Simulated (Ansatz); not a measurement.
## H2: crystal against free molecules

Method: DFT PBE+D3(BJ), scalar-relativistic, plane waves, PAW in Ansatz 0.2.0.

Cutoff 420 eV; k points 8×8×4 on the computed 4-atom cell (Γ-centred); Gaussian smearing, width 0.02 eV; no spin polarisation.

The relaxed primitive cell holds 2 H2 (symmetry kept; residual pressure -0.01 GPa). Each molecule is also computed alone in a box with 9 Å or more between images, first as cut from the crystal, then relaxed.

```
H
1.0
     1.65517   -2.70885    0.00000
     1.65517    2.70885    0.00000
     0.00000    0.00000    6.36394
H
4
Direct
  0.55671 0.44329 0.96609
  0.44329 0.55671 0.03391
  0.44329 0.55671 0.46609
  0.55671 0.44329 0.53391
```

**Question.** What is the lattice energy?

**Answer.** -0.039 eV (-3.8 kJ/mol) a molecule against the relaxed free molecules, without zero-point or thermal terms. Free molecules keep the site symmetry that they have in the crystal, and one conformer stands for all of a formula. The molecules are strained by 0.000 eV each in the crystal, which takes 28.5 Å³ a molecule. The gap on the mesh is 8.53 eV in the crystal and 10.11 eV between the free molecule's highest filled and lowest empty level.

Cost: 3 runs of about 0.69 core-minutes in all, on Arm Neoverse V2 (shared hosts).